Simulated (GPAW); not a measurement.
Write an ASE script for GPAW 26.7.0 that does the following.

- Task: single point
- Functional: PBE
- Potentials or basis: GPAW PAW data sets (gpaw-data 1.2.1)
- Cutoff: 600 eV
- Basis: pw
- k mesh: 10 × 10 × 10
- Occupations: fermi-dirac, width 0.05 eV
- Spin: no spin polarisation
- Maxiter: 150

GaSb:

```
Sb Ga
1.0
    -1.55590    2.67500    2.89331
     1.55590   -2.67500    2.89331
     1.55590    2.67500   -2.89331
Sb Ga
1 1
Cartesian
  0.0000 0.0000 2.8933
  0.0000 0.0000 0.0000
```

Measurements of this composition are mostly on another form, of space group No. 216.

These files were run (other wordings do the same):

run.py

```python
from ase import Atoms
from ase.dft.bandgap import bandgap
from ase.io import write
from ase.units import GPa
from gpaw import GPAW, PW

atoms = Atoms(['Sb', 'Ga'],
              cell=[[-1.555901, 2.675003, 2.893313],
                    [1.555901, -2.675003, 2.893313],
                    [1.555901, 2.675003, -2.893313]],
              scaled_positions=[[0.5, 0.5, 0.0],
                                [0.0, 0.0, 0.0]],
              pbc=True)

calc = GPAW(mode=PW(600),
            xc='PBE',
            kpts={'size': (10, 10, 10), 'gamma': True},
            occupations={'name': 'fermi-dirac', 'width': 0.05},
            nbands=18,
            convergence={'density': 1e-05, 'energy': 1e-05},
            maxiter=150,
            txt='gpaw.txt')
atoms.calc = calc
energy = atoms.get_potential_energy()
forces = atoms.get_forces()
stress = atoms.get_stress()
calc.write('gs.gpw')
write('result.traj', atoms)
print(f'Energy: {energy:.6f} eV')
print('Forces (eV/A):')
print(forces.round(4))
print('Stress (GPa):', (stress / GPa).round(3))
print('Fermi level:', round(calc.get_fermi_level(), 4), 'eV')
print(f'Gap: {bandgap(calc)[0]:.4f} eV, direct: {bandgap(calc, direct=True)[0]:.4f} eV')
```

Potentials or basis: GPAW PAW data sets (gpaw-data 1.2.1), pw.

Run with:

```console
$ OMP_NUM_THREADS=1 python run.py
```

It gave:

```json
{
 "Pressure": "-0.4 GPa",
 "Band gap on the k mesh": "none (metal or under the smearing width)"
}
```

Run time: 51 s on 1 thread of INTEL(R) XEON(R) PLATINUM 8581C CPU @ 2.30GHz (Emerald Rapids), with other jobs on the host, peak memory 0.28 GiB.
